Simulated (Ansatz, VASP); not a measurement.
**One calculation of VSi, two programs**

```
V Si
1.0
     0.00000    2.44366    2.44366
     2.44366    0.00000    2.44366
     2.44366    2.44366    0.00000
V Si
1 1
Cartesian
  0.0000 0.0000 0.0000
  2.4437 2.4437 2.4437
```

The cell comes from a database or a generator and needn't be the stable form of this composition.

Alike in both runs: task single point; functional PBE; k mesh 13 × 13 × 13; occupations fermi-dirac, width 0.03 eV; collinear spin.

```csv
,VASP,Ansatz
version,VASP 6.6.1,Ansatz 0.2.0
potentials or method,"VASP PAW PBE potentials, release 64 (V_sv, Si), cutoff 520 eV","all-electron LAPW, scalar-relativistic"
```

```tsv
	VASP	Ansatz	Ansatz less VASP
pressure (GPa)	0.2	0.0	-0.21
net moment per atom (μB)	0.00	0.00	-0.004
```

Ansatz ran all-electron here, so the differences hold the error of VASP's frozen core and of both bases. Ansatz warned: «seeded_moment_not_kept».
